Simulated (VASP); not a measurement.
Wanted: the native input for a VASP 6.6.1 run.

```yaml
Task: relaxation of the atoms
Functional: PBE
Dispersion: D3(BJ)
Potentials_or_basis: VASP PAW PBE potentials, release 64 (Ca_sv, O)
Cutoff: 600 eV
k_mesh: 10 × 10 × 10
Occupations: gaussian, width 0.03 eV
Spin: no spin polarisation
Further_INCAR_settings: ALGO = Normal; EDIFF = 1e-07; IBRION = 2; EDIFFG = -0.01; NSW = 40
```

The structure of CaO (Lime) lies in POSCAR:

```
CaO                                     
1.0
    0.0000000000      2.3629116785      2.3629116785
    2.3629116785      0.0000000000      2.3629116785
    2.3629116785      2.3629116785      0.0000000000
  Ca              O             
     1     1
Direct
     0.0000000000000000    0.0000000000000000    0.0000000000000000
     0.5000000000000000    0.5000000000000000    0.5000000000000000
```

The cell isn't the ideal one: a relaxed cell with its volume scaled by 0.96.

These files were run (other wordings do the same):

INCAR

```
ALGO = Normal
EDIFF = 1E-7
EDIFFG = -0.01
ENCUT = 600
GGA = PE
IBRION = 2
ISIF = 2
ISMEAR = 0
IVDW = 12
LASPH = T
LCHARG = F
LREAL = F
LWAVE = F
NELM = 80
NSW = 40
PREC = Accurate
SIGMA = 0.03
```

KPOINTS

```
k-points
0
Gamma
  10 10 10
```

Potentials or basis: VASP PAW PBE potentials, release 64 (Ca_sv, O).

Command:

```console
$ cat potpaw_PBE.64/Ca_sv/POTCAR potpaw_PBE.64/O/POTCAR > POTCAR
$ mpirun -np 1 vasp_std > vasp.out
```

Results of the run:

The pressure after relaxing is 5.0 GPa and the band gap on the k mesh is 3.62 eV, indirect (least direct gap 3.98 eV). The dispersion energy per atom is -0.287 eV.

Caveat: the relaxation stopped at its first step, so nothing moved.

Run time: 12 s on 1 thread of AMD EPYC 9R45 96-Core Processor (Zen 5) (shared host), peak memory 0.15 GiB.
